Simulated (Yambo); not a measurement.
# GaN (F-43m) in Yambo: notebook

Runs on GaN. Level: PBEsol. Tasks: Hartree-Fock levels, optical spectrum.

All numbers are computed with Yambo 5.3.0; they aren't measurements. Logs are shortened: lines on timing, memory, paths and dates and some standing lists are left out, and cuts for length are marked.

**What was measured.**

From a printed reference work, textbook, for a bulk crystal of GaN at 0 K: band gap 3.299 eV (direct).

The runs below are set against these values where they give the same quantity.

## Step 1: The structure

Symmetry: F-43m, No. 216, cubic system. Conventional cell: a = 4.507 Å, b = 4.507 Å, c = 4.507 Å, α = 90.00°, β = 90.00°, γ = 90.00°. Around Ga (site symmetry -43m) lie 4 N at 1.95 Å. N (site symmetry -43m) is surrounded by 4 Ga at 1.95 Å.

The cell is a database's computed one.

## Step 2: Hartree-Fock levels, PBEsol

Input file hf1.in:

```
rim_cut
HF_and_locXC
RandQpts= 1000000
RandGvec= 50 RL
EXXRLvcs= 84 Ry
VXCRLvcs= 84 Ry
% QPkrange
 1 | 1 | 9 | 11 |
%
```

Input file scf.in:

```
&CONTROL
  calculation = 'scf'
  prefix = 'pwscf'
  outdir = './tmp'
  pseudo_dir = './pseudo'
/
&SYSTEM
  ibrav = 0
  nat = 2
  ntyp = 2
  ecutwfc = 84
  nbnd = 15
  occupations = 'smearing'
  smearing = 'fd'
  degauss = 0.00367493
  force_symmorphic = .true.
/
&ELECTRONS
  conv_thr = 4d-10
  electron_maxstep = 120
  mixing_beta = 0.5
/
ATOMIC_SPECIES
Ga    69.7230 Ga.upf
N     14.0070 N.upf
CELL_PARAMETERS angstrom
   0.0000000000    2.2535006075    2.2535006075
   2.2535006075    0.0000000000    2.2535006075
   2.2535006075    2.2535006075    0.0000000000
ATOMIC_POSITIONS crystal
Ga     0.0000000000    0.0000000000    0.0000000000
N      0.2500000000    0.2500000000    0.2500000000
K_POINTS automatic
10 10 10 0 0 0
```

Input file nscf.in:

```
&CONTROL
  calculation = 'nscf'
  prefix = 'pwscf'
  outdir = './tmp'
  pseudo_dir = './pseudo'
/
&SYSTEM
  ibrav = 0
  nat = 2
  ntyp = 2
  ecutwfc = 84
  nbnd = 159
  occupations = 'fixed'
  force_symmorphic = .true.
/
&ELECTRONS
  conv_thr = 1d-08
  diago_full_acc = .true.
  diago_thr_init = 1d-06
/
ATOMIC_SPECIES
Ga    69.7230 Ga.upf
N     14.0070 N.upf
CELL_PARAMETERS angstrom
   0.0000000000    2.2535006075    2.2535006075
   2.2535006075    0.0000000000    2.2535006075
   2.2535006075    2.2535006075    0.0000000000
ATOMIC_POSITIONS crystal
Ga     0.0000000000    0.0000000000    0.0000000000
N      0.2500000000    0.2500000000    0.2500000000
K_POINTS automatic
6 6 6 0 0 0
```

Potentials or basis: PseudoDojo 0.4.1 SR PBEsol standard.

Started as:

```bash
$ OMP_NUM_THREADS=1 pw.x -in scf.in > scf.out
$ OMP_NUM_THREADS=1 pw.x -in nscf.in > nscf.out
$ cd tmp/pwscf.save; p2y; mv SAVE ../..; cd ../..
$ OMP_NUM_THREADS=1 yambo
$ mkdir -p hf1; ln -s $PWD/g0w00/ndb.RIM hf1/
$ OMP_NUM_THREADS=1 yambo -F hf1.in -J hf1 -C hf1_out
```

Yambo's report:

```text
[... sections 02.01 to 02.04 as in the set-up run ...]

  [02.05] Energies & Occupations
  ==============================

  [X] === General ===
  [X] Electronic Temperature                        :  0.000000  0.000000 [eV K]
  [X] Bosonic    Temperature                        :  0.000000  0.000000 [eV K]
  [X] Finite Temperature mode                       : no
  [X] El. density                                   :  0.78645E+24 [cm-3]
  [X] Fermi Level                                   :  10.45562 [eV]

  [X] === Gaps and Widths ===
  [X] Conduction Band Min                           :  1.705065 [eV]
  [X] Valence Band Max                              :  0.000000 [eV]
  [X] Filled Bands                                  :   9
  [X] Empty Bands                                   :   10  159
  [X] Direct Gap                                    :  1.705065 [eV]
  [X] Direct Gap localized at k                     :  1
  [X] Indirect Gap                                  :  1.705065 [eV]
  [X] Indirect Gap between kpts                     :  1  1
  [X] Last valence band width                       :  3.468519 [eV]
  [X] 1st conduction band width                     :  4.726911 [eV]

 [03] Transferred momenta grid and indexing
 ==========================================

 IBZ Q-points                                      :  16
 BZ  Q-points                                      :  216

 K/Q-points units:
 rlu = crystal or reduced units; cc = cartesian coordinates; iku = interal k-units

 Q [ 1]         [rlu]:  0.000000  0.000000  0.000000
 Q [ 2]         [rlu]:  0.28534E-17  0.28534E-17  0.16667
 Q [ 3]         [rlu]:  0.57068E-17  0.57068E-17  0.33333
 Q [ 4]         [rlu]: -0.21514E-16 -0.21514E-16 -0.50000
 Q [ 5]         [rlu]: -0.28532E-17  0.16667      0.16667
 Q [ 6]         [rlu]: -0.16186E-17  0.16667      0.33333
 Q [ 7]         [rlu]: -0.41609E-17  0.16667      0.50000
 Q [ 8]         [rlu]: -0.21514E-16  0.16667     -0.33333
 Q [ 9]         [rlu]:  0.32371E-17  0.16667     -0.16667
 Q [10]         [rlu]: -0.57063E-17  0.33333      0.33333
 Q [11]         [rlu]:  0.16731E-16  0.33333      0.50000
 Q [12]         [rlu]: -0.49037E-16  0.33333     -0.33333
 Q [13]         [rlu]:  0.46183E-16 -0.50000     -0.50000
 Q [14]         [rlu]:  0.166667  0.333333  0.500000
 Q [15]         [rlu]:  0.166667  0.333333 -0.333333
 Q [16]         [rlu]:  0.166667 -0.500000 -0.333333

 [04] Coloumb potential Random Integration (RIM)
 ===============================================

 Summary of Coulomb integrals for non-metallic bands |Q|[au] RIM/Bare

 Q [1] 0.100000E-4 0.995998 * Q [2] 0.212962 1.064319
 Q [5] 0.245908 1.063520 * Q [9] 0.347766 1.026772
 Q [6] 0.407792 1.019084 * Q [3] 0.425925 1.016617
 Q [10] 0.491815 1.013507 * Q [8] 0.535943 1.011324
 Q [14] 0.549866 1.010344 * Q [7] 0.602348 1.008581
 Q [11] 0.638887 1.007858 * Q [4] 0.638887 1.008039
 Q [12] 0.695532 1.006949 * Q [15] 0.727405 1.006369
 Q [13] 0.737723 1.006174 * Q [16] 0.777628 1.005499

 [05] Local Exchange-Correlation + Non-Local Fock
 ================================================

 [VXC] Plane waves :  2085
 [EXS] Plane waves :  2085

 QP @ state[ 1 ] K range:  1  1
 QP @ state[ 1 ] b range:   9  11

 [WF-HF/Rho loader] Normalization (few states)  min/max  :  0.64788E-16   1.0000

 [xc] Functional : Perdew, Burke & Ernzerhof SOL(X)+Perdew, Burke & Ernzerhof SOL(C)
 [xc] LIBXC used to calculate xc functional
  PP Number of Atomic Species                      :  2
  NLCC RL compoments                               :  16145
  PP Number of Atomic Species                      :  2
  NLCC RL compoments                               :  16145
 [WR./hf1//ndb.HF_and_locXC]-----------------------------------------------------
  Brillouin Zone Q/K grids (IBZ/BZ)                :   16  216   16  216
  RL vectors                                       :  2685 [WF]
  Fragmentation                                    : no
  Electronic Temperature                           :  0.000000 [K]
  Bosonic    Temperature                           :  0.000000 [K]
  Green`s function   wavefunctions                 : Perdew, Burke & Ernzerhof SOL(X)+Perdew, Burke & Ernzerhof SOL(C)
  Total number of QP states                        :  3
  Exchange RL vectors                              :  2085
  Exchange summation bands                         :   9
  RIM RL components                                :   51
  RIM random points                                :  1000000

 [xc] E_xc :  -11.55000 [Ha]
      E_xc :  -23.10001 [Ry]

  Local XC kind (lXC) : Perdew, Burke & Ernzerhof SOL(X)+Perdew, Burke & Ernzerhof SOL(C)
  Non-Local XC kind (nlXC) : Hartree-Fock

  Corrections @ K [1] :  [eV]
 <9|nlXC|9> = -21.15018 -0.11789E-16 <9|lXC|9> = -18.16065 -0.75521E-15
 <10|nlXC|10> = -10.09471 -0.86731E-17 <10|lXC|10> = -13.82349 -0.94426E-16
 <11|nlXC|11> = -7.255215 -0.10311E-17 <11|lXC|11> = -12.19636 -0.11801E-15
```

Run time: 60 s. Hardware: 1 thread of Arm Neoverse V2, shared host; peak memory 0.25 GiB.

Results:

| Property | Result |
| --- | --- |
| Band gap on the k mesh, mean-field level | 1.71 eV, direct |
| Quasiparticle gap | 8.42 eV |
| Least direct quasiparticle gap | 8.42 eV |
| Quasiparticle gap at Γ | 8.42 eV |
| Band gap of the same states before the correction | 1.71 eV |

Quasiparticle terms (eV):
```csv
k point,band,Kohn-Sham level,Vxc,Σx,Σc,Z,result
"(0.000, 0.000, 0.000)",9,0.00,-18.16,-21.15,-,-,-2.99
"(0.000, 0.000, 0.000)",10,1.71,-13.82,-10.09,-,-,5.43
"(0.000, 0.000, 0.000)",11,10.25,-12.20,-7.26,-,-,15.19
```

Caveat: the potentials hold a filled d shell without the s and p states of that shell, which can shift GW gaps by tenths of an eV, either way.

## Step 3: Optical spectrum, PBEsol

Input file optics4.in:

```
optics
chi
Chimod= "IP"
% BndsRnXd
 1 | 24 |
%
% LongDrXd
 1 | 1 | 0 |
%
% QpntsRXd
 1 | 1 |
%
% EnRngeXd
 0 | 15 | eV
%
% DmRngeXd
 0.1 | 0.1 | eV
%
ETStpsXd= 300
```

scf.in is that of step 2.

nscf.in is that of step 2.

Potentials or basis: PseudoDojo 0.4.1 SR PBEsol standard.

Started as:

```bash
$ OMP_NUM_THREADS=1 pw.x -in scf.in > scf.out
$ OMP_NUM_THREADS=1 pw.x -in nscf.in > nscf.out
$ cd tmp/pwscf.save; p2y; mv SAVE ../..; cd ../..
$ OMP_NUM_THREADS=1 yambo
$ OMP_NUM_THREADS=1 yambo -F optics4.in -J optics4 -C optics4_out
```

Yambo's report:

```text
[... sections 02.01 to 02.04 as in the set-up run ...]

  [02.05] Energies & Occupations
  ==============================

  [X] === General ===
  [X] Electronic Temperature                        :  0.000000  0.000000 [eV K]
  [X] Bosonic    Temperature                        :  0.000000  0.000000 [eV K]
  [X] Finite Temperature mode                       : no
  [X] El. density                                   :  0.78645E+24 [cm-3]
  [X] Fermi Level                                   :  10.45562 [eV]

  [X] === Gaps and Widths ===
  [X] Conduction Band Min                           :  1.705065 [eV]
  [X] Valence Band Max                              :  0.000000 [eV]
  [X] Filled Bands                                  :   9
  [X] Empty Bands                                   :   10  159
  [X] Direct Gap                                    :  1.705065 [eV]
  [X] Direct Gap localized at k                     :  1
  [X] Indirect Gap                                  :  1.705065 [eV]
  [X] Indirect Gap between kpts                     :  1  1
  [X] Last valence band width                       :  3.468519 [eV]
  [X] 1st conduction band width                     :  4.726911 [eV]

 [03] Transferred momenta grid and indexing
 ==========================================

 IBZ Q-points                                      :  16
 BZ  Q-points                                      :  216

 K/Q-points units:
 rlu = crystal or reduced units; cc = cartesian coordinates; iku = interal k-units

 Q [ 1]         [rlu]:  0.000000  0.000000  0.000000
 Q [ 2]         [rlu]:  0.28534E-17  0.28534E-17  0.16667
 Q [ 3]         [rlu]:  0.57068E-17  0.57068E-17  0.33333
 Q [ 4]         [rlu]: -0.21514E-16 -0.21514E-16 -0.50000
 Q [ 5]         [rlu]: -0.28532E-17  0.16667      0.16667
 Q [ 6]         [rlu]: -0.16186E-17  0.16667      0.33333
 Q [ 7]         [rlu]: -0.41609E-17  0.16667      0.50000
 Q [ 8]         [rlu]: -0.21514E-16  0.16667     -0.33333
 Q [ 9]         [rlu]:  0.32371E-17  0.16667     -0.16667
 Q [10]         [rlu]: -0.57063E-17  0.33333      0.33333
 Q [11]         [rlu]:  0.16731E-16  0.33333      0.50000
 Q [12]         [rlu]: -0.49037E-16  0.33333     -0.33333
 Q [13]         [rlu]:  0.46183E-16 -0.50000     -0.50000
 Q [14]         [rlu]:  0.166667  0.333333  0.500000
 Q [15]         [rlu]:  0.166667  0.333333 -0.333333
 Q [16]         [rlu]:  0.166667 -0.500000 -0.333333

 [WARNING] [Xd] User bands 1-24 break level degeneracy

 [04] Dipoles
 ============

  [04.01] Setup: observables and procedures
  =========================================

  [WF-Oscillators/G space/Transverse up loader] Normalization (few states)  min/max  :  0.12690E-16   1.0000

  [WR./optics4//ndb.dipoles]------------------------------------------------------
   Brillouin Zone Q/K grids (IBZ/BZ)                :   16  216   16  216
   RL vectors                                       :  2685 [WF]
   Fragmentation                                    : yes
   Electronic Temperature                           :  0.000000 [K]
   Bosonic    Temperature                           :  0.000000 [K]
   DIP band range                                   :   1  24
   DIP band range limits                            :   9  10
   DIP e/h energy range                             : -1.000000 -1.000000 [eV]
   RL vectors in the sum                            :  2685
   [r,Vnl] included                                 : yes
   Bands ordered                                    : yes
   Direct v evaluation                              : no
   Approach used                                    : G-space v
   Dipoles computed                                 : R V P [G-space]
   Wavefunctions                                    : Perdew, Burke & Ernzerhof SOL(X)+Perdew, Burke & Ernzerhof SOL(C)

  [WARNING] [r,Vnl^pseudo] included in position and velocity dipoles.

  [WARNING] In case H contains other non local terms, these are neglected

 [05] Optics
 ===========

 [X-CG] R(p) Tot o/o(of R):   1682  29160    100
```

Wall time 61 s (1 thread of Arm Neoverse V2, shared host); peak memory 0.23 GiB.

What came out:

* Band gap on the k mesh, mean-field level: 1.71 eV, direct
* Electronic dielectric constant along the field: 7.00

Dielectric function (along the field direction of the input):
```csv
energy (eV),real part,imaginary part
0.25,7.03,0.13
1.00,7.63,0.26
1.76,3.28,6.84
2.56,6.44,0.31
3.31,9.83,1.42
4.11,6.12,0.73
4.87,9.23,1.91
5.67,4.86,3.14
6.42,4.34,9.04
7.22,-3.34,8.75
7.98,0.52,2.18
8.78,4.61,6.78
9.53,-0.79,6.54
10.33,-2.60,5.01
11.09,1.66,4.42
11.89,-2.18,3.34
12.64,-2.34,3.55
13.44,-1.15,2.05
14.20,-1.89,1.24
15.00,-1.01,0.64
```

Caveat: spectra need much finer meshes, so this one isn't converged; independent-particle spectra lack excitons.

(Continued in part 2 of 2.)
